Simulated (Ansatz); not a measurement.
# Surface calculation: bcc Zr (110), 5 layers

The slab is cut from the bcc crystal, which needn't be the stable phase, as relaxed on PAW files (21.81 Å³/atom), with 16 Å of vacuum and a dipole correction:

```
CELL_PARAMETERS angstrom
3.04832 0.00000 0.00000
-1.01611 2.87398 0.00000
0.00000 0.00000 25.95580
ATOMIC_POSITIONS crystal
Zr 0.00000 0.00000 0.30822
Zr 0.50000 0.50000 0.40411
Zr 0.00000 0.00000 0.50000
Zr 0.50000 0.50000 0.59589
Zr 0.00000 0.00000 0.69178
```

Computed with Ansatz 0.2.0; functional PBEsol, scalar-relativistic. Settings: a Γ-centred 13×13×1 k mesh, Fermi–Dirac smearing of 0.05 eV, no spin polarisation. Methods: LAPW: all electrons, basis error target 1 meV/atom; PAW: frozen-core files, cutoff 420 eV.

The bulk energy comes from a cell in the slab's orientation on a 13×13×8 mesh. The surface energy is (E(slab) − N·E(bulk))/2A at zero smearing, the mean of both faces; thin slabs carry quantum-size effects.

The PAW files were made under PBE.

As cut, the LAPW slab lies 1.864 eV above 5 atoms of bulk. What surface energy is that?

Over two faces of 8.76 Å² it is 106.4 meV/Å², and times 16.02 J/m² per eV/Å² that gives γ = 1.705 J/m².

What do relaxation and the other method give, and what work function comes out?



```
method  γ as cut (J/m²)  γ relaxed (J/m²)  Φ as cut (eV)  Φ relaxed (eV)
  LAPW            1.705             1.639           4.25            4.29
   PAW            1.705             1.639           4.25            4.29
```

How do the spacings between the planes relax?

From the bottom face up: d12 -5.6 % of 2.489 Å, d23 +2.5 % of 2.489 Å, d34 +2.5 % of 2.489 Å, d45 -5.6 % of 2.489 Å.

What changes if the vacuum is set to 9 Å?

LAPW then gives: no gap, work function 4.17 (top) and 4.22 (bottom) eV; PAW: no gap, work function 4.15 (top) and 4.20 (bottom) eV. The program warns that the vacuum is too thin.

A field of 0.2 V/Å is applied along the normal, atoms held. What follows?

LAPW finds an induced dipole of 0.1431 e·Å a cell (PAW 0.1433), that is 14.78 Å for 4πα over the area, against 9.80 Å between the outer atoms.

A 3d core hole is made on one atom of each kind in every 1×1 cell (PAW hole dataset, neutral cell, valence without spin). What does it cost by layer?

layer 1 177.62 eV, layer 2 177.27 eV, layer 3 177.41 eV. Shifts between layers mean more than the absolute values, and a whole layer of holes screens otherwise than one hole.
